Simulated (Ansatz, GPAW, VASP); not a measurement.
PbSe: 3 runs at one level of theory

```
CELL_PARAMETERS angstrom
0.00000 3.06065 3.06065
3.06065 0.00000 3.06065
3.06065 3.06065 0.00000
ATOMIC_POSITIONS crystal
Pb 0.00000 0.00000 0.00000
Se 0.50000 0.50000 0.50000
```

Alike in all runs: task single point; functional PBE; k mesh 8 × 8 × 8; occupations gaussian, width 0.03 eV; no spin polarisation; no spin-orbit coupling. Pressure is positive in compression and, in plane waves, holds the error of the finite cutoff.

```csv
program and potentials,plane-wave cutoff (eV),notes,band gap (eV),pressure (GPa)
"GPAW, GPAW PAW data sets (gpaw-data 1.2.1)",600,-,0.24,2.22
"Ansatz, all-electron LAPW, scalar-relativistic",-,-,0.28,2.43
"VASP, PBE PAW files Pb_d, Se, 520 eV",520,-,?,?
```

**Question.** Estimate from the other rows what the run with VASP, PBE PAW files Pb_d, Se, 520 eV gave.

**Answer.** Band gap 0.29 eV; pressure 2.40 GPa. The other rows, which needn't bracket it: band gap 0.24 to 0.28; pressure 2.22 to 2.43.
